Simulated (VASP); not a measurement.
# Ge (Cmmm) in VASP: further runs

Runs on Ge. Level: PBE. Tasks: single point.

Everything below comes from runs of VASP 6.6.1. Logs are shortened: lines on timing, memory, paths and dates and some standing lists are left out, and cuts for length are marked.

## 1. Starting point

It takes space group Cmmm (No. 65, orthorhombic). The conventional cell has a = 2.794 Å, b = 5.201 Å, c = 2.698 Å, α = 90.00°, β = 90.00°, γ = 90.00°. Ge (site symmetry mmm) is surrounded by 8 Ge at 2.70 to 2.95 Å.

This isn't the form of Ge at room conditions, which is diamond.

## 2. Single point, PBE

Contents of INCAR:

```
PREC = Accurate ; ENCUT = 700
EDIFF = 1E-7 ; ISMEAR = 0
SIGMA = 0.05 ; LREAL = F
LASPH = T ; NELM = 100
ALGO = Normal ; ISIF = 2
LWAVE = F ; LCHARG = F
GGA = PE ; NBANDS = 13
ADDGRID = F
```

Contents of KPOINTS:

```
Automatic mesh
0
Gamma
  3 3 3
```

Contents of POSCAR:

```
Ge
1.0
    1.3971490000     -2.6005160000      0.0000000000
    1.3971490000      2.6005160000      0.0000000000
    0.0000000000      0.0000000000      2.6982310000
Ge
1
Direct
    0.5000000000      0.5000000000      0.0000000000
```

Potentials or basis: VASP PAW PBE potentials, release 64 (Ge_d).

On the command line:

```sh
> cat potpaw_PBE.64/Ge_d/POTCAR > POTCAR
> mpirun -np 1 vasp_std > vasp.out
```

OUTCAR:

```text
PREC = Accurate
   ENCUT = 700
   EDIFF = 1E-7
   ISMEAR = 0
   LREAL = F
   LASPH = T
   NELM = 100
   ISIF = 2
   GGA = PE

 Found      8 irreducible k-points:

 Following reciprocal coordinates:
            Coordinates               Weight
  0.000000  0.000000  0.000000      1.000000
  0.333333  0.000000  0.000000      4.000000
  0.333333  0.333333  0.000000      2.000000
 -0.333333  0.333333  0.000000      2.000000
  0.000000  0.000000  0.333333      2.000000
  0.333333  0.000000  0.333333      8.000000
   k-points           NKPTS =      8   k-points in BZ     NKDIM =      8   number of bands    NBANDS=     13
   number of dos      NEDOS =    301   number of ions     NIONS =      1
   total plane-waves  NPLWV =  18816
   dimension x,y,z NGX =    28 NGY =   28 NGZ =   24
   dimension x,y,z NGXF=    56 NGYF=   56 NGZF=   48
   ions per type =               1
   NGX,Y,Z   is equivalent  to a cutoff of  15.77, 15.77, 14.79 a.u.
   NGXF,Y,Z  is equivalent  to a cutoff of  31.54, 31.54, 29.57 a.u.
 SYSTEM =  unknown system
   PREC   = accura    normal or accurate (medium, high low for compatibility)
   ISTART =      0    job   : 0-new  1-cont  2-samecut
   ICHARG =      2    charge: 1-file 2-atom 10-const
   ISPIN  =      1    spin polarized calculation?
   LNONCOLLINEAR =      F non collinear calculations
   LSORBIT =      F    spin-orbit coupling
   LASPH  =      T    aspherical Exc in radial PAW
   ENCUT  =  700.0 eV  51.45 Ry    7.17 a.u.   6.37  6.37  5.82*2*pi/ulx,y,z
   NELM   =    100;   NELMIN=  2; NELMDL= -5     # of ELM steps
   EDIFF  = 0.1E-06   stopping-criterion for ELM
   LREAL  =      F    real-space projection
   EDIFFG = 0.1E-05   stopping-criterion for IOM
   NSW    =      0    number of steps for IOM
   IBRION =     -1    ionic relax: 0-MD 1-quasi-New 2-CG
   NFREE  =      0    steps in history (QN), initial steepest desc. (CG)
   ISIF   =      2    stress and relaxation
   ISYM   =      2    0-nonsym 1-usesym 2-fastsym
   POTIM  = 0.5000    time-step for ionic-motion
   TEBEG  =    0.0;   TEEND  =   0.0 temperature during run
   PSTRESS=    0.0 pullay stress
   NELECT =      14.0000    total number of electrons
   NUPDOWN=      -1.0000    fix difference up-down
   EMIN   =  10.00;   EMAX   =-10.00  energy-range for DOS
   EFERMI =   0.00;   METHOD = LEGACY
   ISMEAR =     0;   SIGMA  =   0.05  broadening in eV -4-tet -1-fermi 0-gaus
   EFERMI_NEDOS =   21; number of points for ismear=-14 and -15
   IALGO  =     38    algorithm
   IMIX   =      4    mixing-type and parameters
     AMIX     =   0.40;   BMIX     =  1.00
     AMIX_MAG =   1.60;   BMIX_MAG =  1.00
  volume/ion in A,a.u.               =      19.61       132.31
  Fermi-wavevector in a.u.,A,eV,Ry     =   1.463234  2.765111 29.130796  2.141053
  Thomas-Fermi vector in A             =   2.579353
   LORBIT       =      0    0 simple, 1 ext, 2 COOP (PROOUT), +10 PAW based schemes
   GGA     = PE    functional components
   LHFCALC =     F    Hartree Fock is set to
   AEXX    =    0.0000 exact exchange contribution
   IVDW    =     0    specifies the selected vdW correction
   LEPSILON=     F    determine dielectric tensor
   LRPA    =     F    only Hartree local field effects (RPA)
 non-spin polarized calculation
 Gauss-broadening in eV      SIGMA  =   0.05
  energy-cutoff  :      700.00
  volume of cell :       19.61
 maximum number of plane-waves:       832
 NGX is ok and might be reduce to    28

 number of electron      13.9999996 magnetization

 Free energy of the ion-electron system (eV)
  ---------------------------------------------------
  ext. energy  EPLUGINS =         0.00000000
  ---------------------------------------------------
  free energy    TOTEN  =        -3.57985188 eV

  energy without entropy =       -3.57190724  energy(sigma->0) =       -3.57587956

 E-fermi :   5.4305     XC(G=0): -11.0548

 val. band max:        5.0811587492   @ k =  -0.3333   0.3333   0.3333
 cond. band min:       5.4417544463   @ k =   0.3333   0.0000   0.3333
 fundamental gap:      0.3605956971
 Fermi energy:         5.4304888435

 k-point     1 :       0.0000    0.0000    0.0000
  band No.  band energies     occupation
      1     -18.6936      2.00000
      2     -18.5514      2.00000
      3     -18.5016      2.00000
      4     -18.4529      2.00000
      5     -18.4515      2.00000
      6      -6.6699      2.00000
      7      12.8150      0.00000
      8      13.3445      0.00000
      9      14.8131      0.00000
     10      16.3145      0.00000
     11      18.7340      0.00000
     12      21.0346      0.00000
     13      21.2715      0.00000

 k-point     2 :       0.3333    0.0000    0.0000
  band No.  band energies     occupation
      1     -18.6495      2.00000
      2     -18.5318      2.00000
      3     -18.4917      2.00000
      4     -18.4612      2.00000
      5     -18.4426      2.00000
      6      -4.0095      2.00000
      7       4.5972      2.00000
      8      10.3017      0.00000
      9      14.4082      0.00000
     10      15.1983      0.00000
     11      19.6140      0.00000
     12      25.6888      0.00000
     13      25.9476      0.00000

 k-point     3 :       0.3333    0.3333    0.0000
  band No.  band energies     occupation
      1     -18.6260      2.00000
      2     -18.4915      2.00000
      3     -18.4858      2.00000
      4     -18.4788      2.00000
      5     -18.4678      2.00000
      6      -0.9859      2.00000
      7       2.9752      2.00000
      8       3.0418      2.00000
      9      17.0990      0.00000
     10      22.7708      0.00000
     11      23.9555      0.00000
     12      24.7107      0.00000
     13      24.7572      0.00000

 k-point     4 :      -0.3333    0.3333    0.0000
  band No.  band energies     occupation
      1     -18.6735      2.00000
      2     -18.5416      2.00000
      3     -18.4824      2.00000
      4     -18.4572      2.00000
      5     -18.4385      2.00000
      6      -4.3533      2.00000
      7       3.7945      2.00000
      8      12.0103      0.00000
      9      14.8353      0.00000
     10      15.8400      0.00000
     11      19.4633      0.00000
     12      25.0421      0.00000
     13      25.6172      0.00000

 k-point     5 :       0.0000    0.0000    0.3333
  band No.  band energies     occupation
      1     -18.5617      2.00000
      2     -18.5246      2.00000
      3     -18.5037      2.00000
      4     -18.5003      2.00000
      5     -18.4951      2.00000
      6      -4.5290      2.00000
      7       3.2588      2.00000
      8      15.2093      0.00000
      9      16.6812      0.00000
     10      20.3420      0.00000
     11      22.0664      0.00000
     12      23.2088      0.00000
     13      23.7539      0.00000

 k-point     6 :       0.3333    0.0000    0.3333
  band No.  band energies     occupation
      1     -18.5567      2.00000
      2     -18.5435      2.00000
      3     -18.5148      2.00000
      4     -18.4662      2.00000
      5     -18.4376      2.00000
      6      -1.8788      2.00000
      7       5.4418      0.75000
      8       7.0348      0.00000
      9      12.1771      0.00000
     10      14.9818      0.00000
     11      16.6914      0.00000
     12      21.9146      0.00000
     13      23.3628      0.00000

 [... further k-points ...]

------------------------ aborting loop because EDIFF is reached ----------------------------------------

  FORCE on cell =-STRESS in cart. coord.  units (eV):
  Direction    XX          YY          ZZ          XY          YZ          ZX
  --------------------------------------------------------------------------------------
  -------------------------------------------------------------------------------------
  Total        0.3142678     -0.9171098     -0.4269960      0.0000000      0.0000000      0.0000000
  in kB       25.6802438    -74.9411795    -34.8917670      0.0000000      0.0000000      0.0000000
  external PRESSURE =     -28.0509009 kB  Pullay stress =       0.0000000 kB

 VOLUME and BASIS-vectors are now :
 -----------------------------------------------------------------------------
  energy-cutoff  :      700.00
  volume of cell :       19.61
      direct lattice vectors                 reciprocal lattice vectors
     1.397149000 -2.600516000  0.000000000     0.357871637 -0.192269534  0.000000000
     1.397149000  2.600516000  0.000000000     0.357871637  0.192269534  0.000000000
     0.000000000  0.000000000  2.698231000     0.000000000  0.000000000  0.370613191

 POSITION                                       TOTAL-FORCE (eV/Angst)
 -----------------------------------------------------------------------------------
      1.39715      0.00000      0.00000        -0.000000     -0.000000      0.000000
 -----------------------------------------------------------------------------------
    total drift:                                0.000000      0.000000     -0.000000

  FREE ENERGIE OF THE ION-ELECTRON SYSTEM (eV)
  ---------------------------------------------------
  free  energy   TOTEN  =        -3.5798518771 eV

  energy  without entropy=       -3.5719072393  energy(sigma->0) =       -3.57587956
```

Run time: 2.3 s. Hardware: 1 thread of Intel Xeon 6975P-C (Granite Rapids), shared host; peak memory 0.14 GiB.

These settings aren't checked as converged: the numbers below hold their error.

Results:

```
Free energy            : -3.5799 eV
Pressure               : -2.8 GPa
Band gap on the k mesh : none (metal or under the smearing width)
```

Caveat: the k mesh is coarse (spacing up to 0.85 Å⁻¹), so the values aren't converged.

## 3. Single point, PBE

This run uses another cell than the first one, of the same volume but with other edges.

INCAR is that of step 2.

KPOINTS is that of step 2.

Contents of POSCAR:

```
Ge
1.0
    1.4161900000     -2.6475770000      0.0134350000
    1.3961930000      2.6368340000      0.0183540000
    0.0306960000      0.0025520000      2.6389690000
Ge
1
Direct
    0.4852650000      0.4800630000      0.0156560000
```

Potentials or basis: VASP PAW PBE potentials, release 64 (Ge_d).

On the command line:

```sh
> cat potpaw_PBE.64/Ge_d/POTCAR > POTCAR
> mpirun -np 1 vasp_std > vasp.out
```

Wall time 3 s (1 thread of Intel Xeon 6975P-C (Granite Rapids), shared host); peak memory 0.14 GiB.

These settings aren't checked as converged: the numbers below hold their error.

What came out:

```yaml
Free_energy: -3.5960 eV
Pressure: -3.7 GPa
Band_gap_on_the_k_mesh: none (metal or under the smearing width)
```

Caveat: the k mesh is coarse (spacing up to 0.85 Å⁻¹), so the values aren't converged.

## 4. Single point, PBE

Edit INCAR of step 3 so:

```diff
@@ -1,2 +1,2 @@
-PREC = Accurate ; ENCUT = 700
+PREC = Accurate ; ENCUT = 300
 EDIFF = 1E-7 ; ISMEAR = 0
```

Contents of KPOINTS:

```
Automatic mesh
0
Gamma
  5 5 5
```

Contents of POSCAR:

```
Ge
1.0
    1.3971490000     -2.6005160000      0.0000000000
    1.3971490000      2.6005160000      0.0000000000
    0.0000000000      0.0000000000      2.6982310000
Ge
1
Direct
    0.5000000000      0.5000000000      0.0000000000
```

Potentials or basis: VASP PAW PBE potentials, release 64 (Ge_d).

On the command line:

```sh
> cat potpaw_PBE.64/Ge_d/POTCAR > POTCAR
> mpirun -np 1 vasp_std > vasp.out
```

OUTCAR:

```text
PREC = Accurate
   ENCUT = 300
   EDIFF = 1E-7
   ISMEAR = 0
   LREAL = F
   LASPH = T
   NELM = 100
   ISIF = 2
   GGA = PE

 Found     27 irreducible k-points:

 Following reciprocal coordinates:
            Coordinates               Weight
  0.000000  0.000000  0.000000      1.000000
  0.200000 -0.000000  0.000000      4.000000
  0.400000  0.000000  0.000000      4.000000
  0.200000  0.200000  0.000000      2.000000
  0.400000  0.200000  0.000000      4.000000
 -0.400000  0.200000  0.000000      4.000000
   k-points           NKPTS =     27   k-points in BZ     NKDIM =     27   number of bands    NBANDS=     13
   number of dos      NEDOS =    301   number of ions     NIONS =      1
   total plane-waves  NPLWV =   5184
   dimension x,y,z NGX =    18 NGY =   18 NGZ =   16
   dimension x,y,z NGXF=    36 NGYF=   36 NGZF=   32
   ions per type =               1
   NGX,Y,Z   is equivalent  to a cutoff of  10.14, 10.14,  9.86 a.u.
   NGXF,Y,Z  is equivalent  to a cutoff of  20.27, 20.27, 19.72 a.u.
 SYSTEM =  unknown system
   PREC   = accura    normal or accurate (medium, high low for compatibility)
   ISTART =      0    job   : 0-new  1-cont  2-samecut
   ICHARG =      2    charge: 1-file 2-atom 10-const
   ISPIN  =      1    spin polarized calculation?
   LNONCOLLINEAR =      F non collinear calculations
   LSORBIT =      F    spin-orbit coupling
   LASPH  =      T    aspherical Exc in radial PAW
[... 69 lines left out ...]
      9      14.8744      0.00000
     10      16.3836      0.00000
     11      18.7211      0.00000
     12      21.0934      0.00000
     13      21.2337      0.00000
[... 66 lines left out ...]
  band No.  band energies     occupation
      1     -18.4362      2.00000
      2     -18.3951      2.00000
      3     -18.3171      2.00000
      4     -18.2895      2.00000
      5     -18.2665      2.00000
      6      -3.9979      2.00000
      7       5.1678      2.00000
      8       7.4579      0.00000
      9      15.2432      0.00000
     10      19.3558      0.00000
     11      20.6917      0.00000
     12      23.4719      0.00000
     13      26.1496      0.00000

 [... further k-points ...]

------------------------ aborting loop because EDIFF is reached ----------------------------------------

  FORCE on cell =-STRESS in cart. coord.  units (eV):
  Direction    XX          YY          ZZ          XY          YZ          ZX
  --------------------------------------------------------------------------------------
  -------------------------------------------------------------------------------------
  Total       -0.4428799      0.7444806     -0.1486653      0.0000000      0.0000000      0.0000000
  in kB      -36.1897162     60.8348706    -12.1481091      0.0000000      0.0000000      0.0000000
  external PRESSURE =       4.1656818 kB  Pullay stress =       0.0000000 kB

 VOLUME and BASIS-vectors are now :
 -----------------------------------------------------------------------------
  energy-cutoff  :      300.00
  volume of cell :       19.61
      direct lattice vectors                 reciprocal lattice vectors
     1.397149000 -2.600516000  0.000000000     0.357871637 -0.192269534  0.000000000
     1.397149000  2.600516000  0.000000000     0.357871637  0.192269534  0.000000000
     0.000000000  0.000000000  2.698231000     0.000000000  0.000000000  0.370613191

 POSITION                                       TOTAL-FORCE (eV/Angst)
 -----------------------------------------------------------------------------------
      1.39715      0.00000      0.00000         0.000000      0.000000      0.000000
 -----------------------------------------------------------------------------------
    total drift:                                0.000000      0.000000      0.000000

  FREE ENERGIE OF THE ION-ELECTRON SYSTEM (eV)
  ---------------------------------------------------
  free  energy   TOTEN  =        -4.2383816669 eV

  energy  without entropy=       -4.2374494845  energy(sigma->0) =       -4.23791558
```

OSZICAR:

```text
N       E                     dE             d eps       ncg     rms          rms(c)
DAV:   1     0.517249144017E+02    0.51725E+02   -0.51605E+03   763   0.208E+03
DAV:   2    -0.402711014810E+00   -0.52128E+02   -0.49959E+02   742   0.319E+02
DAV:   3    -0.420262736292E+01   -0.37999E+01   -0.37909E+01   817   0.577E+01
DAV:   4    -0.424493351821E+01   -0.42306E-01   -0.42304E-01   827   0.638E+00
DAV:   5    -0.424531946557E+01   -0.38595E-03   -0.38595E-03   817   0.663E-01    0.128E+00
DAV:   6    -0.424015779671E+01    0.51617E-02   -0.54181E-03   867   0.155E+00    0.729E-01
DAV:   7    -0.423842773230E+01    0.17301E-02   -0.43752E-03   902   0.120E+00    0.664E-02
DAV:   8    -0.423838183626E+01    0.45896E-04   -0.56538E-04   857   0.498E-01    0.249E-02
DAV:   9    -0.423838205391E+01   -0.21764E-06   -0.14269E-05   891   0.659E-02    0.621E-03
DAV:  10    -0.423838187730E+01    0.17660E-06   -0.46640E-07   786   0.747E-03    0.892E-04
DAV:  11    -0.423838167778E+01    0.19952E-06   -0.69359E-08   551   0.469E-03    0.134E-04
DAV:  12    -0.423838166686E+01    0.10922E-07   -0.38054E-09   391   0.675E-04
   1 F= -.42383817E+01 E0= -.42379156E+01  d E =-.932182E-03
```

Run time: 2 s. Hardware: 1 thread of Intel Xeon 6975P-C (Granite Rapids), shared host; peak memory 0.11 GiB.

The run converged, but a check on its numbers failed (symmetry, net force, bounds or a known fault of this set-up), so they aren't taken as properties of the crystal.

Caveat: the k mesh is coarse (spacing up to 0.51 Å⁻¹), so the values aren't converged; the cutoff lies under the usual one of these potentials, so the numbers hold a large basis-set error.

## 5. For comparison

An earlier run on the cell as given: functional PBE; potentials or basis VASP PAW PBE potentials, release 64 (Ge_d); cutoff 520 eV; k mesh 11 × 11 × 10; occupations fermi-dirac, width 0.05 eV; no spin polarisation.

* Pressure: -0.6 GPa
* Band gap on the k mesh: none (metal or under the smearing width)
